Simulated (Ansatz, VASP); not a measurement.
**N in VASP and in Ansatz**

The input INCAR:

```
PREC = Accurate ; ENCUT = 520
EDIFF = 1E-6 ; ISMEAR = -1
SIGMA = 0.05 ; LREAL = False
LASPH = True ; NELM = 80
ALGO = Normal ; ISIF = 2
LWAVE = False ; LCHARG = False
GGA = PE ; NBANDS = 12
```

KPOINTS

```
regular mesh
0
Gamma
  12 12 11
```

The input POSCAR:

```
N
1.0
    2.4680415246      0.0000000000      0.0000000000
   -1.2340207623      2.1373866579      0.0000000000
    0.0000000000      0.0000000000      2.3960695811
N
2
Direct
    0.3333333333      0.6666666667      0.7500000000
    0.6666666667      0.3333333333      0.2500000000
```

The input input.yaml:

```yaml
crystal:
  lattice:
    - [2.4680415246, 0.0, 0.0]
    - [-1.2340207623, 2.1373866579, 0.0]
    - [0.0, 0.0, 2.3960695811]
  atoms:
    - { symbol: "N", position: [0.3333333333, 0.6666666667, 0.75] }
    - { symbol: "N", position: [0.6666666667, 0.3333333333, 0.25] }
kpoints:
  mp_grid: { grid: [12, 12, 11] }
scf:
  occupations: { method: fermi_dirac, width: 0.05 }
hamiltonian:
  xc: pbe
  pseudopotentials: { kind: all_electron, lapw: { basis_error: 0.0005 } }
output:
  forces: true
  stress: true
  eigenvalues: true
```

Change from the starting cell: volume scaled by 0.94.

Alike in both runs: task single point; functional PBE; k mesh 12 × 12 × 11; occupations fermi-dirac, width 0.05 eV; no spin polarisation.

|  | VASP | Ansatz |
| --- | --- | --- |
| version | VASP 6.6.1 | Ansatz 0.2.0 |
| potentials or method | VASP PAW PBE potentials, release 64 (N) | all-electron LAPW, scalar-relativistic |
| plane-wave cutoff (eV) | 520 | see its input |

```csv
,VASP,Ansatz,Ansatz less VASP
gap on the k mesh at the Fermi level (eV),none,none,-
pressure (GPa),25.5,25.3,-0.23
largest component of the traceless stress (GPa),5.46,5.59,+0.125
```

A gap of «none» marks a metal or a gap that the smearing closes. Ansatz ran all-electron here, so the differences hold the error of VASP's frozen core and of both bases.

Caveats: so large a pressure means that the cell lies far from this level's equilibrium, or that cutoff or potentials fall short (VASP).
